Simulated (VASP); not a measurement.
# SiNi3: Si into a neighbouring Si vacancy

Aim: the barrier for one hop in SiNi3: Si into a neighbouring Si vacancy. The start is a cell from a database of measured crystal structures.

Main program and level: VASP 6.6.1; PBE, spin-polarised from a ferromagnetic start; plane waves and PAW (Ni, Si).

The database entry behind the starting cell differs from later determinations by our own check (an axis about 0.9 % long against later determinations), so it need not match the best structure at ambient conditions.

**1. The host crystal**

The structure is cubic, space group Pm-3m (No. 221). Conventional cell: a = 3.542 Å, b = 3.542 Å, c = 3.542 Å, α = 90.00°, β = 90.00°, γ = 90.00°. Nearest to Ni lie 8 Ni at 2.50 Å and 4 Si at 2.50 Å. Nearest to Si lie 12 Ni at 2.50 Å. Farther neighbours are not listed.

Coordinates:

```cif
data_structure
_symmetry_space_group_name_H-M 'Pm-3m'
_symmetry_Int_Tables_number 221
_cell_length_a 3.5420
_cell_length_b 3.5420
_cell_length_c 3.5420
_cell_angle_alpha 90.000
_cell_angle_beta 90.000
_cell_angle_gamma 90.000
_cell_volume 44.44
loop_
_atom_site_label
_atom_site_type_symbol
_atom_site_symmetry_multiplicity
_atom_site_Wyckoff_symbol
_atom_site_fract_x
_atom_site_fract_y
_atom_site_fract_z
_atom_site_occupancy
Ni1 Ni 3 c 0.50000 0.50000 0.00000 1
Si1 Si 1 a 0.00000 0.00000 0.00000 1
```

**2. Relax the host**

First cell and atoms are relaxed at a raised cutoff, so that later runs start from this functional's own cell.

INCAR reads:

```
SYSTEM = SiNi3
PREC = Accurate
ENCUT = 360
EDIFF = 1E-06
NELM = 120
ISMEAR = 1
SIGMA = 0.15
LREAL = .FALSE.
ALGO = Normal
GGA = PE
NBANDS = 27
ISPIN = 2
MAGMOM = 1 1 1 0
LASPH = .TRUE.
LMAXMIX = 4
LORBIT = 11
LWAVE = .FALSE.
LCHARG = .FALSE.
KPAR = 3
IBRION = 2
NSW = 40
ISIF = 3
EDIFFG = -0.02
POTIM = 0.4
```

POSCAR reads:

```
SiNi3
1.0
    3.5420000000      0.0000000000      0.0000000000
    0.0000000000      3.5420000000      0.0000000000
    0.0000000000      0.0000000000      3.5420000000
Ni Si
3 1
Direct
    0.5000000000      0.5000000000      0.0000000000
    0.5000000000      0.0000000000      0.5000000000
    0.0000000000      0.5000000000      0.5000000000
    0.0000000000      0.0000000000      0.0000000000
```

KPOINTS reads:

```
Automatic mesh
0
Gamma
7 7 7
0 0 0
```

The projector-augmented-wave data sets are Ni and Si (PBE family, release 64).

Launch:

```
mpirun -np 3 vasp_std
```

Output:

```text
[banner, memory and clock lines left out]
running    3 mpi-ranks, on    1 nodes
 distrk:  each k-point on    1 cores,    3 groups
 distr:  one band on    1 cores,    1 groups

 POSCAR found type information on POSCAR NiSi
 POSCAR found :  2 types and       4 ions
 LDA part: xc-table for (Slater+PW92), standard interpolation
 POSCAR, INCAR and KPOINTS ok, starting setup
 FFT: planning ... GRIDC
 FFT: planning ... GRID_SOFT
 FFT: planning ... GRID
 WAVECAR not read
 entering main loop
       N       E                     dE             d eps       ncg     rms          rms(c)
DAV:   1     0.169955729731E+03    0.16996E+03   -0.11545E+04  2184   0.125E+03
DAV:   2    -0.178109387838E+02   -0.18777E+03   -0.17538E+03  2160   0.271E+02
DAV:   3    -0.269446490153E+02   -0.91337E+01   -0.87119E+01  2441   0.756E+01
DAV:   4    -0.270963884944E+02   -0.15174E+00   -0.15147E+00  2399   0.925E+00
DAV:   5    -0.271010469789E+02   -0.46585E-02   -0.46580E-02  2578   0.149E+00    0.197E+01
DAV:   6    -0.275841705688E+02   -0.48312E+00   -0.29838E+01  2573   0.970E+01    0.192E+01
DAV:   7    -0.237201456538E+02    0.38640E+01   -0.10726E+01  2591   0.547E+01    0.382E+00
DAV:   8    -0.236817250700E+02    0.38421E-01   -0.30265E-01  2520   0.437E+00    0.153E+00
DAV:   9    -0.236720949938E+02    0.96301E-02   -0.18207E-02  2976   0.160E+00    0.647E-01
DAV:  10    -0.236705838652E+02    0.15111E-02   -0.14915E-03  2797   0.400E-01    0.338E-01
DAV:  11    -0.236699215553E+02    0.66231E-03   -0.34252E-04  2922   0.307E-01    0.104E-01
DAV:  12    -0.236699868499E+02   -0.65295E-04   -0.15027E-04  2916   0.146E-01    0.456E-02
DAV:  13    -0.236699928482E+02   -0.59983E-05   -0.17879E-05  2639   0.527E-02    0.208E-02
DAV:  14    -0.236699894135E+02    0.34347E-05   -0.28193E-06  2478   0.197E-02    0.745E-03
DAV:  15    -0.236699889911E+02    0.42246E-06   -0.10129E-06  1305   0.118E-02
   1 F= -.23669989E+02 E0= -.23671819E+02  d E =-.236700E+02  mag=     0.0003
 curvature:   0.00 expect dE= 0.000E+00 dE for cont linesearch  0.000E+00
 trial: gam= 0.00000 g(F)=  0.000E+00 g(S)=  0.931E-01 ort = 0.000E+00 (trialstep = 0.100E+01)
 search vector abs. value=  0.931E-01
 bond charge predicted
       N       E                     dE             d eps       ncg     rms          rms(c)
DAV:   1    -0.253737085075E+02   -0.17037E+01   -0.13281E+01  2280   0.531E+01    0.114E+01
DAV:   2    -0.251863154340E+02    0.18739E+00   -0.10727E+01  2558   0.612E+01    0.934E+00
DAV:   3    -0.237427091435E+02    0.14436E+01   -0.36062E+00  2574   0.330E+01    0.195E+00
DAV:   4    -0.236954679284E+02    0.47241E-01   -0.66704E-02  2825   0.262E+00    0.684E-01
DAV:   5    -0.236896679749E+02    0.58000E-02   -0.41821E-03  3152   0.643E-01    0.231E-01
DAV:   6    -0.236895675566E+02    0.10042E-03   -0.12168E-03  2214   0.307E-01    0.581E-02
DAV:   7    -0.236895594627E+02    0.80939E-05   -0.83876E-05  2610   0.982E-02    0.245E-02
DAV:   8    -0.236895536747E+02    0.57880E-05   -0.83119E-06  2919   0.395E-02    0.673E-03
DAV:   9    -0.236895526985E+02    0.97618E-06   -0.85638E-07  1215   0.135E-02
   2 F= -.23689553E+02 E0= -.23691515E+02  d E =-.195637E-01  mag=     0.0000
 trial-energy change:   -0.019564  1 .order   -0.017381   -0.093080    0.058319
 step:   0.6349(harm=  0.6148)  dis= 0.00000  next Energy=   -23.700094 (dE=-0.301E-01)
 bond charge predicted
       N       E                     dE             d eps       ncg     rms          rms(c)
DAV:   1    -0.239305390577E+02   -0.24099E+00   -0.18099E+00  2271   0.203E+01    0.432E+00
DAV:   2    -0.239454827551E+02   -0.14944E-01   -0.17596E+00  2580   0.233E+01    0.359E+00
DAV:   3    -0.237056783988E+02    0.23980E+00   -0.47162E-01  2586   0.129E+01    0.657E-01
DAV:   4    -0.237008501264E+02    0.48283E-02   -0.12397E-02  2252   0.689E-01    0.214E-01
DAV:   5    -0.237003318123E+02    0.51831E-03   -0.67934E-04  3038   0.403E-01    0.591E-02
DAV:   6    -0.237003277364E+02    0.40759E-05   -0.15937E-04  2238   0.114E-01    0.194E-02
DAV:   7    -0.237003348834E+02   -0.71470E-05   -0.10641E-05  2831   0.323E-02    0.107E-02
DAV:   8    -0.237003373522E+02   -0.24688E-05   -0.64849E-07  1227   0.121E-02    0.230E-03
DAV:   9    -0.237003372488E+02    0.10339E-06   -0.23396E-07  1131   0.712E-03
   3 F= -.23700337E+02 E0= -.23702253E+02  d E =-.303483E-01  mag=     0.0000
 curvature:  -0.31 expect dE=-0.477E-06 dE for cont linesearch -0.477E-06
 trial: gam= 0.00000 g(F)=  0.596E-64 g(S)=  0.156E-05 ort =-0.380E-03 (trialstep = 0.927E+00)
 search vector abs. value=  0.156E-05
 reached required accuracy - stopping structural energy minimisation
```

Elapsed: 18 s, on 3 MPI ranks of AMD EPYC 9R45, shared host; peak memory 0.4 GiB; 52 s of CPU time.

Lines that name or quote the potential files are left out of all logs, and their timing lines are given in words.

OUTCAR, selected parts (step 2):

```text
ion  position               nearest neighbor table
   1  0.500  0.500  0.000-   2 2.50   3 2.50   4 2.50   2 2.50   3 2.50   2 2.50   4 2.50   2 2.50
                             3 2.50   4 2.50   3 2.50   4 2.50
   2  0.500  0.000  0.500-   1 2.50   3 2.50   4 2.50   1 2.50   4 2.50   1 2.50   3 2.50   1 2.50
                             3 2.50   4 2.50   4 2.50   3 2.50
   3  0.000  0.500  0.500-   1 2.50   2 2.50   4 2.50   1 2.50   4 2.50   2 2.50   4 2.50   4 2.50
                             1 2.50   2 2.50   1 2.50   2 2.50
   4  0.000  0.000  0.000-   1 2.50   2 2.50   3 2.50   2 2.50   3 2.50   1 2.50   3 2.50   3 2.50
                             1 2.50   2 2.50   2 2.50   1 2.50

  LATTYP: Found a simple cubic cell.
 ALAT       =     3.5420000000

 Subroutine GETGRP returns: Found 48 space group operations
 (whereof 48 operations were pure point group operations)

The static configuration has the point symmetry O_h .

 Found     20 irreducible k-points:

   k-points           NKPTS =     20   k-points in BZ     NKDIM =     20   number of bands    NBANDS=     27

   dimension x,y,z NGX =    24 NGY =   24 NGZ =   24
   dimension x,y,z NGXF=    48 NGYF=   48 NGZF=   48

   ENCUT  =  360.0 eV  26.46 Ry    5.14 a.u.   5.48  5.48  5.48*2*pi/ulx,y,z

   NELECT =      34.0000    total number of electrons

 k-points in reciprocal lattice and weights: Automatic mesh
   0.00000000  0.00000000  0.00000000       0.003
   0.14285714  0.00000000  0.00000000       0.017
   0.28571429  0.00000000  0.00000000       0.017
   0.42857143  0.00000000  0.00000000       0.017
   0.14285714  0.14285714  0.00000000       0.035
   0.28571429  0.14285714  0.00000000       0.070
   0.42857143  0.14285714  0.00000000       0.070
   0.28571429  0.28571429  0.00000000       0.035
   0.42857143  0.28571429  0.00000000       0.070
[...]
0.42857143  0.42857143  0.28571429       0.070
   0.42857143  0.42857143  0.42857143       0.023

 average (electrostatic) potential at core
       1 -80.6534       2 -80.6534       3 -80.6534       4 -79.0587

 E-fermi :  10.6757

 spin component 1
 k-point     1 :       0.0000    0.0000    0.0000
  band No.  band energies     occupation
    ...
     12       9.8063      1.00000
     13       9.8063      1.00000
     14      10.0746      1.00000
     15      10.0746      1.00000
     16      10.4007      1.01318
     17      10.7306      0.21189
     18      10.7306      0.21189
     19      10.7306      0.21188
     20      15.5442      0.00000
     21      17.0362      0.00000
    ...

 k-point     2 :       0.1429    0.0000    0.0000
  band No.  band energies     occupation
    ...
     12       9.9149      1.00000
     13       9.9149      1.00000
     14      10.0483      1.00000
     15      10.0776      1.00000
     16      10.3041      1.00128
     17      10.7310      0.21001
     18      11.2049     -0.00000
     19      11.2049     -0.00000
     20      15.9187      0.00000
     21      16.9858      0.00000
    ...

 k-point     3 :       0.2857    0.0000    0.0000
  band No.  band energies     occupation
    ...
     12       9.6968      1.00000
     13       9.6968      1.00000
     14       9.7736      1.00000
     15       9.9653      1.00000
     16      10.1406      1.00000
     17      10.7318      0.20682
     18      12.4298     -0.00000
     19      12.4298     -0.00000
     20      16.0087      0.00000
     21      16.8502      0.00000
    ...

 k-point     4 :       0.4286    0.0000    0.0000
  band No.  band energies     occupation
    ...
     12       9.4307      1.00000
     13       9.4307      1.00000
     14       9.4606      1.00000
     15       9.6225      1.00000
     16      10.1393      1.00000
     17      10.7322      0.20489
     18      13.8953      0.00000
     19      13.8953      0.00000
     20      15.9320      0.00000
     21      16.4451      0.00000
    ...

 k-point     5 :       0.1429    0.1429    0.0000
  band No.  band energies     occupation
    ...
     13       9.8935      1.00000
     14       9.9230      1.00000
     15      10.1820      1.00002
     16      10.2036      1.00004
     17      10.6125      0.82392
     18      11.1324     -0.00007
     19      11.6985     -0.00000
     20      16.3411      0.00000
     21      17.7495      0.00000
     22      18.0249      0.00000
    ...

 k-point     6 :       0.2857    0.1429    0.0000
  band No.  band energies     occupation
    ...
     13       9.6123      1.00000
     14       9.8618      1.00000
     15      10.0299      1.00000
     16      10.0656      1.00000
     17      10.5491      1.00049
     18      11.7509     -0.00000
     19      12.8066     -0.00000
     20      16.2767      0.00000
     21      16.4852      0.00000
     22      18.0466      0.00000
    ...

  Total        0.0073301      0.0073301      0.0073301      0.0000000     -0.0000000      0.0000000
  in kB        0.2731894      0.2731894      0.2731894      0.0000000     -0.0000000      0.0000000
  external PRESSURE =       0.2731894 kB  Pullay stress =       0.0000000 kB

  energy-cutoff  :      360.00
  volume of cell :       42.99
      direct lattice vectors                 reciprocal lattice vectors
     3.503093516 -0.000000000 -0.000000000     0.285461977  0.000000000  0.000000000
    -0.000000000  3.503093516 -0.000000000     0.000000000  0.285461977  0.000000000
    -0.000000000 -0.000000000  3.503093516     0.000000000  0.000000000  0.285461977

 POSITION                                       TOTAL-FORCE (eV/Angst)
 -----------------------------------------------------------------------------------
      1.75155      1.75155     -0.00000        -0.000000      0.000000      0.000000
      1.75155     -0.00000      1.75155        -0.000000     -0.000000      0.000000
     -0.00000      1.75155      1.75155         0.000000     -0.000000      0.000000
      0.00000      0.00000      0.00000        -0.000000      0.000000      0.000000
 -----------------------------------------------------------------------------------
    total drift:                                0.000000     -0.000000     -0.000000

  FREE ENERGIE OF THE ION-ELECTRON SYSTEM (eV)
  ---------------------------------------------------
  free  energy   TOTEN  =       -23.7003372488 eV

  energy  without entropy=      -23.7060834767  energy(sigma->0) =      -23.70225266

 reached required accuracy - stopping structural energy minimisation

 total charge
# of ion       s       p       d       tot
------------------------------------------
    1        0.486   0.573   8.405   9.464
    2        0.486   0.573   8.405   9.464
    3        0.486   0.573   8.405   9.464
    4        0.730   0.823   0.000   1.552
--------------------------------------------------
tot          2.189   2.541  25.214  29.944

 magnetization (x)
# of ion       s       p       d       tot
------------------------------------------
    1        0.000   0.000   0.000   0.000
    2        0.000   0.000   0.000   0.000
    3        0.000   0.000   0.000   0.000
    4       -0.000  -0.000   0.000  -0.000
--------------------------------------------------
tot          0.000  -0.000   0.000   0.000

[... 5 further parts left out ...]
```

CONTCAR:

```
SiNi3
   1.00000000000000
     3.5030935155023641   -0.0000000000000000   -0.0000000000000000
    -0.0000000000000000    3.5030935155023641   -0.0000000000000000
    -0.0000000000000000   -0.0000000000000000    3.5030935155023641
  Ni              Si
     3     1
Direct
     0.5000000000000000    0.5000000000000000    0.0000000000000000
     0.5000000000000000    0.0000000000000000    0.5000000000000000
     0.0000000000000000    0.5000000000000000    0.5000000000000000
     0.0000000000000000    0.0000000000000000    0.0000000000000000
```

The moments of the start collapse, so the state is non-magnetic; other starts or orders were not tried. The k-mesh is coarse for a metal. The run keeps the 48 symmetry operations of its start, so it cannot find a distortion of lower symmetry.

Step by step:

```csv
step,energy less that of the first step (eV),largest force (eV/Å),pressure (GPa),volume (Å³)
1,0.0000,0.0000,-6.47,44.44
2,-0.0196,0.0000,4.27,42.17
3,-0.0303,0.0000,0.03,42.99
```

```csv
"conventional cell, symmetrised",before,after,change
a (Å),3.542,3.503,-1.1 %
b (Å),3.542,3.503,-1.1 %
c (Å),3.542,3.503,-1.1 %
volume (Å³/atom),11.11,10.75,-3.3 %
```

The relaxed structure:

```
Ni Si
1.0
     3.50309    0.00000    0.00000
     0.00000    3.50309    0.00000
     0.00000    0.00000    3.50309
Ni Si
3 1
Direct
  0.50000 0.50000 0.00000
  0.50000 0.00000 0.50000
  0.00000 0.50000 0.50000
  0.00000 0.00000 0.00000
```

This step gave:

| Quantity | Value |
| --- | --- |
| electronic cycles | 33 |
| electrons | 34 |
| free energy (TOTEN) | -23.70 eV |
| energy at zero smearing | -23.70 eV |
| Fermi energy | 10.68 eV |
| labelled metallic, from the levels on this mesh | yes |

The spin moment in the PAW sphere vanishes on all atoms.

The run ended after 3 ionic steps, 0.030 eV below its first step, once forces and stress met EDIFFG = -0.02.

(Continued in part 2 of 4.)

[Lines on the potential files, build, host, timing and source positions are cut from VASP's logs without a mark.]

[Logs are printed without paths, hosts, clocks, repeated set-up lines and the standing remarks that a program may print on its own settings, such as how far it seeks lower states.]

[Hosts, paths, dates, database ids (printed as entryN), source tags and the programs' standing remarks are cut or masked in the printed files.]

[Runs that stopped without an error message from VASP are left out.]
